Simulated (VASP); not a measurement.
Set up this calculation in VASP 6.6.1, as the native input.

```
Task                   : band structure
Functional             : PBE
Potentials or basis    : VASP PAW PBE potentials, release 64 (Y_sv, N)
Cutoff                 : 520 eV
k mesh                 : 10 × 10 × 10
Occupations            : gaussian, width 0.02 eV
Spin                   : no spin polarisation
Further INCAR settings : ALGO = Normal; EDIFF = 1e-06; NBANDS = 15
```

The structure of YN lies in POSCAR:

```
YN                                      
1.0
   -0.0000000000      2.4434190361      2.4434190361
    2.4434190361     -0.0000000000      2.4434190361
    2.4434190361      2.4434190361     -0.0000000000
  Y               N             
     1     1
Direct
     0.0000000000000000    0.0000000000000000    0.0000000000000000
     0.5000000000000000    0.5000000000000000    0.5000000000000000
```

The cell was built by a generator and needn't be a form met in nature.

The input as run:

INCAR

```
SYSTEM = YN
ALGO = Normal ; EDIFF = 1E-6
ENCUT = 520 ; GGA = PE
ISIF = 2 ; ISMEAR = 0
KPAR = 4 ; LASPH = .True.
LCHARG = .False. ; LMAXMIX = 4
LREAL = .False. ; LWAVE = .False.
NBANDS = 15 ; NELM = 80
PREC = Accurate ; SIGMA = 0.02
```

KPOINTS

```
k-points
0
Gamma
  10 10 10
  0 0 0
```

KPOINTS_OPT

```
path GXWKGLUWLK,UX
10
line-mode
reciprocal
 0.0000000000  0.0000000000  0.0000000000  G
 0.5000000000  0.0000000000  0.5000000000  X

 0.5000000000  0.0000000000  0.5000000000  X
 0.5000000000  0.2500000000  0.7500000000  W

 0.5000000000  0.2500000000  0.7500000000  W
 0.3750000000  0.3750000000  0.7500000000  K

 0.3750000000  0.3750000000  0.7500000000  K
 0.0000000000  0.0000000000  0.0000000000  G

 0.0000000000  0.0000000000  0.0000000000  G
 0.5000000000  0.5000000000  0.5000000000  L

 0.5000000000  0.5000000000  0.5000000000  L
 0.6250000000  0.2500000000  0.6250000000  U

 0.6250000000  0.2500000000  0.6250000000  U
 0.5000000000  0.2500000000  0.7500000000  W

 0.5000000000  0.2500000000  0.7500000000  W
 0.5000000000  0.5000000000  0.5000000000  L

 0.5000000000  0.5000000000  0.5000000000  L
 0.3750000000  0.3750000000  0.7500000000  K

 0.6250000000  0.2500000000  0.6250000000  U
 0.5000000000  0.0000000000  0.5000000000  X
```

Potentials or basis: VASP PAW PBE potentials, release 64 (Y_sv, N).

Command:

```bash
$ cat potpaw_PBE.64/Y_sv/POTCAR potpaw_PBE.64/N/POTCAR > POTCAR
$ mpirun -np 4 vasp_std > vasp.out
```

It gave:

```json
{"Pressure": "1.8 GPa", "Band gap on the k mesh": "0.19 eV, indirect (least direct gap 0.57 eV)", "Band gap along the path": "0.19 eV, indirect (least direct gap 0.57 eV)"}
```

Wall time 22 s on 4 MPI ranks on Intel(R) Xeon(R) Platinum 8259CL CPU @ 2.50GHz (Skylake/Cascade Lake), with other jobs on the host, peak memory 0.17 GiB a rank.
